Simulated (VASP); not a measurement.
# NaF (R-3m) in VASP: settings compared

The runs below take NaF through single point, with PBE, r2SCAN.

All numbers are computed with VASP 6.6.1; they aren't measurements. Logs are shortened: lines on timing, memory, paths and dates and some standing lists are left out, and cuts for length are marked.

## Step 1: The cell of the first run

It takes space group R-3m (No. 166, trigonal). The conventional cell has a = 3.951 Å, b = 3.951 Å, c = 5.089 Å, α = 90.00°, β = 90.00°, γ = 120.00°. Na (site symmetry -3m) is surrounded by 8 F at 2.43 to 2.54 Å. F (site symmetry -3m) is surrounded by 8 Na at 2.43 to 2.54 Å.

The cell was built by a generator and needn't be a form met in nature.

## Step 2: Single point, PBE (shear_111 strain +5.2%)

File INCAR:

```
PREC = Accurate
ENCUT = 520
EDIFF = 1E-6
ISMEAR = -1
SIGMA = 0.02
LREAL = F
LASPH = T
NELM = 100
ALGO = Fast
ISIF = 2
LWAVE = F
LCHARG = F
GGA = PE
NBANDS = 14
```

File KPOINTS:

```
Automatic mesh
0
Gamma
  10 10 10
```

File POSCAR:

```
NaF
1.0
    2.8416262610      0.0481410616      0.0481410616
    0.0481410616      2.8416262610      0.0481410616
    0.0481410616      0.0481410616      2.8416262610
Na F
1 1
Direct
    0.0000000000      0.0000000000      0.0000000000
    0.5000000000      0.5000000000      0.5000000000
```

Potentials or basis: VASP PAW PBE potentials, release 64 (Na_pv, F).

The run is started by

```sh
$ cat potpaw_PBE.64/Na_pv/POTCAR potpaw_PBE.64/F/POTCAR > POTCAR
$ mpirun -np 1 vasp_std > vasp.out
```

OUTCAR:

```text
PREC = Accurate
   ENCUT = 520
   EDIFF = 1E-6
   ISMEAR = -1
   LREAL = F
   LASPH = T
   NELM = 100
   ISIF = 2
   GGA = PE

 ion  position               nearest neighbor table
   1  0.000  0.000  0.000-
   2  0.500  0.500  0.500-

  LATTYP: Found a trigonal (rhomboedric) cell.
 ALAT       =     2.8424417199
 COS(alpha) =     0.0341501612

  Lattice vectors:

 A1 = (   2.8416262610,   0.0481410616,   0.0481410616)
 A2 = (   0.0481410616,   2.8416262610,   0.0481410616)
 A3 = (   0.0481410616,   0.0481410616,   2.8416262610)

Analysis of symmetry for initial positions (statically):
=====================================================================
 Subroutine PRICEL returns:
 Original cell was already a primitive cell.

 Routine SETGRP: Setting up the symmetry group for a
 trigonal (rhombohedral) supercell.

 Subroutine GETGRP returns: Found 12 space group operations
 (whereof 12 operations were pure point group operations)
 out of a pool of 12 trial point group operations.

The static configuration has the point symmetry D_3d.

Analysis of symmetry for dynamics (positions and initial velocities):
=====================================================================
 Subroutine PRICEL returns:
 Original cell was already a primitive cell.

 Routine SETGRP: Setting up the symmetry group for a
 trigonal (rhombohedral) supercell.

 Subroutine GETGRP returns: Found 12 space group operations
 (whereof 12 operations were pure point group operations)
 out of a pool of 12 trial point group operations.

The dynamic configuration has the point symmetry D_3d.

 Subroutine INISYM returns: Found 12 space group operations
 (whereof 12 operations are pure point group operations),
 and found     1 'primitive' translations

----------------------------------------------------------------------------------------

                                     Primitive cell

  volume of cell :      22.9261

  direct lattice vectors                    reciprocal lattice vectors
     2.841626261  0.048141062  0.048141062     0.352109913 -0.005865851 -0.005865851
     0.048141062  2.841626261  0.048141062    -0.005865851  0.352109913 -0.005865851
     0.048141062  0.048141062  2.841626261    -0.005865851 -0.005865851  0.352109913

  length of vectors
     2.842441720  2.842441720  2.842441720     0.352207620  0.352207620  0.352207620

  position of ions in fractional coordinates (direct lattice)
     0.000000000  0.000000000  0.000000000
     0.500000000  0.500000000  0.500000000

  ion indices of the primitive-cell ions
   primitive index   ion index
                 1           1
                 2           2

----------------------------------------------------------------------------------------

 KPOINTS: Automatic mesh

Automatic generation of k-mesh.
 Grid dimensions read from file:
 generate k-points for:   10   10   10

 Generating k-lattice:

  Cartesian coordinates                     Fractional coordinates (reciprocal lattice)
     0.035210991 -0.000586585 -0.000586585     0.100000000  0.000000000  0.000000000
    -0.000586585  0.035210991 -0.000586585     0.000000000  0.100000000  0.000000000
    -0.000586585 -0.000586585  0.035210991     0.000000000  0.000000000  0.100000000

  Length of vectors
     0.035220762  0.035220762  0.035220762

  Shift w.r.t. Gamma in fractional coordinates (k-lattice)
     0.000000000  0.000000000  0.000000000

 Subroutine IBZKPT returns following result:
 ===========================================

 Found    116 irreducible k-points:

 Following reciprocal coordinates:
            Coordinates               Weight
  0.000000  0.000000  0.000000      1.000000
  0.100000 -0.000000 -0.000000      6.000000
  0.200000 -0.000000 -0.000000      6.000000
  0.300000 -0.000000  0.000000      6.000000
  0.400000 -0.000000 -0.000000      6.000000
  0.500000 -0.000000  0.000000      3.000000
[... 16 lines left out ...]
  0.300000  0.300000 -0.000000      6.000000
  0.400000  0.300000 -0.000000     12.000000
 [... further k-points ...]
   k-points           NKPTS =    116   k-points in BZ     NKDIM =    116   number of bands    NBANDS=     14
   number of dos      NEDOS =    301   number of ions     NIONS =      2
   total plane-waves  NPLWV =  13824
   dimension x,y,z NGX =    24 NGY =   24 NGZ =   24
   dimension x,y,z NGXF=    48 NGYF=   48 NGZF=   48
   ions per type =               1   1
   NGX,Y,Z   is equivalent  to a cutoff of  14.04, 14.04, 14.04 a.u.
   NGXF,Y,Z  is equivalent  to a cutoff of  28.07, 28.07, 28.07 a.u.
 SYSTEM =  unknown system
   PREC   = accura    normal or accurate (medium, high low for compatibility)
   ISTART =      0    job   : 0-new  1-cont  2-samecut
   ICHARG =      2    charge: 1-file 2-atom 10-const
   ISPIN  =      1    spin polarized calculation?
   LNONCOLLINEAR =      F non collinear calculations
   LSORBIT =      F    spin-orbit coupling
   LASPH  =      T    aspherical Exc in radial PAW
   ENCUT  =  520.0 eV  38.22 Ry    6.18 a.u.   5.29  5.29  5.29*2*pi/ulx,y,z
   NELM   =    100;   NELMIN=  2; NELMDL= -5     # of ELM steps
   EDIFF  = 0.1E-05   stopping-criterion for ELM
   LREAL  =      F    real-space projection
   EDIFFG = 0.1E-04   stopping-criterion for IOM
   NSW    =      0    number of steps for IOM
   IBRION =     -1    ionic relax: 0-MD 1-quasi-New 2-CG
   NFREE  =      0    steps in history (QN), initial steepest desc. (CG)
   ISIF   =      2    stress and relaxation
   ISYM   =      2    0-nonsym 1-usesym 2-fastsym
   POTIM  = 0.5000    time-step for ionic-motion
   TEBEG  =    0.0;   TEEND  =   0.0 temperature during run
   PSTRESS=    0.0 pullay stress
   NELECT =      14.0000    total number of electrons
   NUPDOWN=      -1.0000    fix difference up-down
   EMIN   =  10.00;   EMAX   =-10.00  energy-range for DOS
   EFERMI =   0.00;   METHOD = LEGACY
   ISMEAR =    -1;   SIGMA  =   0.02  broadening in eV -4-tet -1-fermi 0-gaus
   EFERMI_NEDOS =   21; number of points for ismear=-14 and -15
   IALGO  =     68    algorithm
   IMIX   =      4    mixing-type and parameters
     AMIX     =   0.40;   BMIX     =  1.00
     AMIX_MAG =   1.60;   BMIX_MAG =  1.00
  volume/ion in A,a.u.               =      11.46        77.36
  Fermi-wavevector in a.u.,A,eV,Ry     =   1.388909  2.624658 26.246573  1.929069
  Thomas-Fermi vector in A             =   2.512990
   LORBIT       =      0    0 simple, 1 ext, 2 COOP (PROOUT), +10 PAW based schemes
   GGA     = PE    functional components
   LHFCALC =     F    Hartree Fock is set to
   AEXX    =    0.0000 exact exchange contribution
   IVDW    =     0    specifies the selected vdW correction
   LEPSILON=     F    determine dielectric tensor
   LRPA    =     F    only Hartree local field effects (RPA)
 non-spin polarized calculation
 RMM-DIIS sequential band-by-band and
  energy-cutoff  :      520.00
  volume of cell :       22.93
 maximum number of plane-waves:       636
 NGX is ok and might be reduce to    24
   NGX = 11   NGY = 11   NGZ = 11

 number of electron      13.9999998 magnetization

 Free energy of the ion-electron system (eV)
  ---------------------------------------------------
  ext. energy  EPLUGINS =         0.00000000
  ---------------------------------------------------
  free energy    TOTEN  =        -8.25081492 eV

  energy without entropy =       -8.25081492  energy(sigma->0) =       -8.25081492

 E-fermi :  -0.5134     XC(G=0):  -9.6731

 val. band max:       -0.9046820896   @ k =   0.5000   0.5000  -0.0000
 cond. band min:       4.8973052024   @ k =   0.0000   0.0000   0.0000
 fundamental gap:      5.8019872920
 Fermi energy:        -0.5134257010

 k-point     1 :       0.0000    0.0000    0.0000
  band No.  band energies     occupation
      1     -21.0351      2.00000
      2     -21.0265      2.00000
      3     -21.0265      2.00000
      4     -20.6578      2.00000
      5      -1.2494      2.00000
      6      -1.2494      2.00000
      7      -1.1558      2.00000
      8       4.8973      0.00000
      9      14.6656      0.00000
     10      14.6656      0.00000
     11      21.8994      0.00000
     12      22.5713      0.00000
     13      22.5713      0.00000
     14      29.1356      0.00000

 k-point     2 :       0.1000   -0.0000   -0.0000
  band No.  band energies     occupation
      1     -21.1455      2.00000
      2     -21.0306      2.00000
      3     -21.0239      2.00000
      4     -20.5341      2.00000
      5      -1.4896      2.00000
      6      -1.2392      2.00000
      7      -1.1686      2.00000
      8       5.2317      0.00000
      9      14.4767      0.00000
     10      14.8491      0.00000
     11      22.0003      0.00000
     12      22.5346      0.00000
     13      22.7602      0.00000
     14      28.0869      0.00000

 k-point     3 :       0.2000   -0.0000   -0.0000
  band No.  band energies     occupation
      1     -21.3334      2.00000
      2     -21.0251      2.00000
      3     -21.0172      2.00000
      4     -20.3266      2.00000
      5      -2.0988      2.00000
      6      -1.2125      2.00000
      7      -1.1405      2.00000
      8       6.0891      0.00000
      9      13.8627      0.00000
     10      15.3982      0.00000
     11      22.0698      0.00000
     12      22.4277      0.00000
     13      23.6607      0.00000
     14      26.0661      0.00000
[... 324 lines left out ...]
 k-point    23 :       0.3000    0.3000   -0.0000
  band No.  band energies     occupation
      1     -21.3684      2.00000
      2     -21.1570      2.00000
      3     -21.0002      2.00000
      4     -20.1226      2.00000
      5      -2.5262      2.00000
      6      -2.1948      2.00000
      7      -1.0286      2.00000
      8       8.8633      0.00000
      9      13.5669      0.00000
     10      14.2887      0.00000
     11      18.7796      0.00000
     12      22.1804      0.00000
     13      23.1360      0.00000
     14      23.9660      0.00000

 k-point    24 :       0.4000    0.3000   -0.0000
  band No.  band energies     occupation
      1     -21.3784      2.00000
      2     -21.1612      2.00000
      3     -20.9942      2.00000
      4     -20.1041      2.00000
      5      -2.7942      2.00000
      6      -2.1996      2.00000
      7      -0.9872      2.00000
      8       9.8476      0.00000
      9      12.4870      0.00000
     10      14.7405      0.00000
     11      17.5243      0.00000
     12      22.1795      0.00000
     13      23.4087      0.00000
     14      24.4044      0.00000

 [... further k-points ...]

------------------------ aborting loop because EDIFF is reached ----------------------------------------

  FORCE on cell =-STRESS in cart. coord.  units (eV):
  Direction    XX          YY          ZZ          XY          YZ          ZX
  --------------------------------------------------------------------------------------
  -------------------------------------------------------------------------------------
  Total        0.1632039      0.1632039      0.1632039      0.0067505      0.0067505      0.0067505
  in kB       11.4053889     11.4053889     11.4053889      0.4717532      0.4717532      0.4717532
  external PRESSURE =      11.4053889 kB  Pullay stress =       0.0000000 kB

 VOLUME and BASIS-vectors are now :
 -----------------------------------------------------------------------------
  energy-cutoff  :      520.00
  volume of cell :       22.93
      direct lattice vectors                 reciprocal lattice vectors
     2.841626261  0.048141062  0.048141062     0.352109913 -0.005865851 -0.005865851
     0.048141062  2.841626261  0.048141062    -0.005865851  0.352109913 -0.005865851
     0.048141062  0.048141062  2.841626261    -0.005865851 -0.005865851  0.352109913

 POSITION                                       TOTAL-FORCE (eV/Angst)
 -----------------------------------------------------------------------------------
      0.00000      0.00000      0.00000        -0.000000     -0.000000      0.000000
      1.46895      1.46895      1.46895         0.000000      0.000000      0.000000
 -----------------------------------------------------------------------------------
    total drift:                                0.000000      0.000000     -0.000000

  FREE ENERGIE OF THE ION-ELECTRON SYSTEM (eV)
  ---------------------------------------------------
  free  energy   TOTEN  =        -8.2508149162 eV

  energy  without entropy=       -8.2508149161  energy(sigma->0) =       -8.25081492
```

It took 36 s on 1 thread of Intel Xeon Platinum 8375C at 2.90GHz (Ice Lake), shared host; peak memory 0.15 GiB.

Results:

| Property | Result |
| --- | --- |
| Free energy | -8.2508 eV |
| Pressure | 1.1 GPa |
| Band gap on the k mesh | 5.80 eV, indirect (least direct gap 6.05 eV) |

## Step 3: Single point, r2SCAN (epitaxial_xy strain -3.0%)

File POSCAR:

```
NaF
1.0
    2.7105186889      0.0000000000      0.0000000000
    0.0000000000      2.7105186889      0.0000000000
    0.0000000000      0.0000000000      2.7997216886
Na F
1 1
Direct
    0.0000000000      0.0000000000      0.0000000000
    0.5000000000      0.5000000000      0.5000000000
```

File INCAR.step1:

```
SYSTEM = NaF
ALGO = Normal
EDIFF = 1E-4
ENCUT = 520
GGA = PE
ISMEAR = 0
LASPH = .True.
LCHARG = .False.
LREAL = .False.
LWAVE = .True.
NBANDS = 14
NELM = 100
PREC = Accurate
SIGMA = 0.01
```

File INCAR.step2:

```
SYSTEM = NaF
ALGO = Normal
EDIFF = 1E-7
ENCUT = 520
ISIF = 2
ISMEAR = 0
ISTART = 1
LASPH = .True.
LCHARG = .False.
LMIXTAU = .True.
LREAL = .False.
LWAVE = .False.
METAGGA = R2SCAN
NBANDS = 14
NELM = 100
PREC = Accurate
SIGMA = 0.01
```

File KPOINTS:

```
k-points
0
Gamma
  10 10 10
  0 0 0
```

Potentials or basis: VASP PAW PBE potentials, release 64 (Na_pv, F).

The run is started by

```sh
$ cat potpaw_PBE.64/Na_pv/POTCAR potpaw_PBE.64/F/POTCAR > POTCAR
$ cp INCAR.step1 INCAR
$ mpirun -np 1 vasp_std > vasp.out
$ cp INCAR.step2 INCAR
$ mpirun -np 1 vasp_std > vasp.out
```

OUTCAR:

```text
SYSTEM = NaF
   EDIFF = 1E-7
   ENCUT = 520
   ISIF = 2
   ISMEAR = 0
   ISTART = 1
   LASPH = .True.
   LREAL = .False.
   METAGGA = R2SCAN
   NELM = 100
   PREC = Accurate

 ion  position               nearest neighbor table
   1  0.000  0.000  0.000-
   2  0.500  0.500  0.500-

  LATTYP: Found a simple tetragonal cell.
 ALAT       =     2.7105186889
 C/A-ratio  =     1.0329099372

  Lattice vectors:

 A1 = (   2.7105186889,   0.0000000000,   0.0000000000)
 A2 = (   0.0000000000,   2.7105186889,   0.0000000000)
 A3 = (   0.0000000000,   0.0000000000,   2.7997216886)

Analysis of symmetry for initial positions (statically):
=====================================================================
 Subroutine PRICEL returns:
 Original cell was already a primitive cell.

 Routine SETGRP: Setting up the symmetry group for a
 simple tetragonal supercell.

 Subroutine GETGRP returns: Found 16 space group operations
 (whereof 16 operations were pure point group operations)
 out of a pool of 16 trial point group operations.

[... 174 lines left out ...]
      3     -21.4247      2.00000
      4     -21.4247      2.00000
      5      -1.4159      2.00000
      6      -1.1699      2.00000
      7      -1.1699      2.00000
      8       6.6318      0.00000
      9      15.5515      0.00000
     10      16.1759      0.00000
     11      25.0241      0.00000
     12      26.0985      0.00000
     13      26.0985      0.00000
     14      31.9354      0.00000
[... 377 lines left out ...]
      1     -22.3141      2.00000
      2     -21.4666      2.00000
      3     -21.4093      2.00000
      4     -21.1158      2.00000
      5      -2.1722      2.00000
      6      -1.5784      2.00000
      7      -1.1094      2.00000
      8       8.1897      0.00000
      9      15.7584      0.00000
     10      16.4984      0.00000
     11      24.4260      0.00000
     12      25.8175      0.00000
     13      26.8578      0.00000
     14      27.7291      0.00000

 [... further k-points ...]

------------------------ aborting loop because EDIFF is reached ----------------------------------------

  FORCE on cell =-STRESS in cart. coord.  units (eV):
  Direction    XX          YY          ZZ          XY          YZ          ZX
  --------------------------------------------------------------------------------------
  -------------------------------------------------------------------------------------
  Total        0.6535077      0.6535077     -0.1001103      0.0000000      0.0000000      0.0000000
  in kB       50.9027908     50.9027908     -7.7977560      0.0000000      0.0000000      0.0000000
  external PRESSURE =      31.3359418 kB  Pullay stress =       0.0000000 kB

 VOLUME and BASIS-vectors are now :
 -----------------------------------------------------------------------------
  energy-cutoff  :      520.00
  volume of cell :       20.57
      direct lattice vectors                 reciprocal lattice vectors
     2.710518689  0.000000000  0.000000000     0.368933077  0.000000000  0.000000000
     0.000000000  2.710518689  0.000000000     0.000000000  0.368933077  0.000000000
     0.000000000  0.000000000  2.799721689     0.000000000  0.000000000  0.357178360

 POSITION                                       TOTAL-FORCE (eV/Angst)
 -----------------------------------------------------------------------------------
      0.00000      0.00000      0.00000         0.000000      0.000000      0.000000
      1.35526      1.35526      1.39986         0.000000      0.000000      0.000000
 -----------------------------------------------------------------------------------
    total drift:                                0.000000      0.000000      0.000000

  FREE ENERGIE OF THE ION-ELECTRON SYSTEM (eV)
  ---------------------------------------------------
  free  energy   TOTEN  =       -12.2957020131 eV

  energy  without entropy=      -12.2957020131  energy(sigma->0) =      -12.29570201
```

OUTCAR.step1:

```text
SYSTEM = NaF
   EDIFF = 1E-4
   ENCUT = 520
   GGA = PE
   ISMEAR = 0
   LASPH = .True.
   LREAL = .False.
[... 630 lines left out ...]
      0.00000      0.00000      0.00000         0.000000      0.000000      0.000000
      1.35526      1.35526      1.39986         0.000000      0.000000      0.000000
 -----------------------------------------------------------------------------------
    total drift:                               -0.000000      0.000000      0.000000

  FREE ENERGIE OF THE ION-ELECTRON SYSTEM (eV)
  ---------------------------------------------------
  free  energy   TOTEN  =        -8.1707989982 eV

  energy  without entropy=       -8.1707989982  energy(sigma->0) =       -8.17079900
```

Run time: 1.9 min. Hardware: 1 thread of Intel Xeon Platinum 8375C at 2.90GHz (Ice Lake), shared host; peak memory 0.15 GiB.

What came out:

| Quantity | Value |
| --- | --- |
| Free energy | -12.2957 eV |
| Pressure | 3.1 GPa |
| Band gap on the k mesh | 7.46 eV, indirect (least direct gap 7.80 eV) |

Stress tensor (GPa, compression positive):
```
 5.09  0.00  0.00
 0.00  5.09  0.00
 0.00  0.00 -0.78
```

Levels at points of the mesh, in eV from the valence-band top:
```
           k point  band 4  band 5  band 6  band 7  band 8  band 9  band 10  band 11
(0.00, 0.00, 0.00)  -20.60   -0.59   -0.34   -0.34    7.46   16.38    17.00    25.85
(0.50, 0.00, 0.00)  -19.97   -2.90   -0.45   -0.20   12.33   13.65    20.87    22.66
(0.50, 0.50, 0.00)  -20.54   -2.08   -2.08   -0.18   13.47   16.63    17.24    17.24
(0.00, 0.00, 0.50)  -19.94   -2.90   -0.25   -0.25   12.35   13.23    20.93    22.94
(0.50, 0.00, 0.50)  -20.54   -2.16   -2.06    0.00   13.25   16.83    17.13    17.19
(0.50, 0.50, 0.50)  -20.37   -1.93   -1.93   -1.85   15.91   15.93    15.93    20.68
```

Caveat: the PAW data sets were made with another functional, which shifts forces and pressure a little. A k mesh can miss the band edges.
